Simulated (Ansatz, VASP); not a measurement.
**Two plane-wave programs on Au**

Contents of POSCAR:

```
Au
1.0
   -0.8769168513      1.7538337027      1.7538337027
    1.7538337027     -0.8769168513      1.7538337027
    1.7538337027      1.7538337027     -0.8769168513
Au
1
Direct
    0.0000000000      0.0000000000      0.0000000000
```

File INCAR.step1:

```
PREC     = Accurate       # precision mode
ENCUT    = 520            # plane-wave cutoff, eV
ISMEAR   = 0              # smearing method
SIGMA    = 0.15           # smearing width, eV
LREAL    = F              # projectors in reciprocal space
LASPH    = T              # aspherical terms in the spheres
NELM     = 100            # most SCF steps
NBANDS   = 12             # bands
GGA      = PE             # functional
ALGO     = Normal         # electronic algorithm
EDIFF    = 1E-4           # SCF threshold, eV
LWAVE    = T              # write WAVECAR
LCHARG   = F              # write CHGCAR
```

INCAR.step2

```
PREC     = Accurate       # precision mode
ENCUT    = 520            # plane-wave cutoff, eV
EDIFF    = 1E-7           # SCF threshold, eV
ISMEAR   = 0              # smearing method
SIGMA    = 0.15           # smearing width, eV
LREAL    = F              # projectors in reciprocal space
LASPH    = T              # aspherical terms in the spheres
NELM     = 100            # most SCF steps
ALGO     = Normal         # electronic algorithm
ISIF     = 2              # what is computed and relaxed
LWAVE    = F              # write WAVECAR
LCHARG   = T              # write CHGCAR
METAGGA  = R2SCAN         # meta-GGA
LMIXTAU  = T            
LELF     = T              # ELF
LVHAR    = T            
NBANDS   = 12             # bands
ISTART   = 1
```

Contents of KPOINTS:

```
Automatic mesh
0
Gamma
  22 22 22
```

Input for Ansatz:

```yaml
crystal:
  lattice:
    - [-0.8769168513, 1.7538337027, 1.7538337027]
    - [1.7538337027, -0.8769168513, 1.7538337027]
    - [1.7538337027, 1.7538337027, -0.8769168513]
  atoms:
    - { symbol: Au, position: [0.0, 0.0, 0.0] }
basis:
  ecutwfc: 500
kpoints:
  mp_grid: { grid: [22, 22, 22] }
hamiltonian:
  xc: r2scan
scf:
  occupations: { method: gaussian, width: 0.15 }
output:
  forces: true
  stress: true
  eigenvalues: true
  write_density: true
  write_potential: true
  elf: true
  volumetric_format: npy
```

Alike in both runs: task single point; functional r2SCAN; k mesh 22 × 22 × 22; occupations gaussian, width 0.15 eV; no spin polarisation.

|  | VASP | Ansatz |
| --- | --- | --- |
| version | VASP 6.6.1 | Ansatz 0.2.0 |
| potentials or method | VASP PAW PBE potentials, release 64 (Au) | scalar-relativistic, plane waves, PAW |
| plane-wave cutoff (eV) | 520 | 500 |
| valence electrons in the cell | 11 | 19 |

Ansatz gave:

```
gap on the k mesh at the Fermi level (eV) : none
pressure (GPa)                            : 16.1
```

Task: What did VASP give for the same quantities?

Result: gap on the k mesh at the Fermi level (eV): none; pressure (GPa): 16.6.

A gap of «none» marks a metal or a gap that the smearing closes. The functional is the same, so the differences come from potentials, cutoffs and numerics. The two sets of potentials don't hold the same shells in valence.

Caveats: so large a pressure means that the cell lies far from this level's equilibrium, or that cutoff or potentials fall short (VASP); the potentials were made for another functional, which shifts forces and pressure (VASP). Spin-orbit coupling is left out, which matters for the levels of Au.
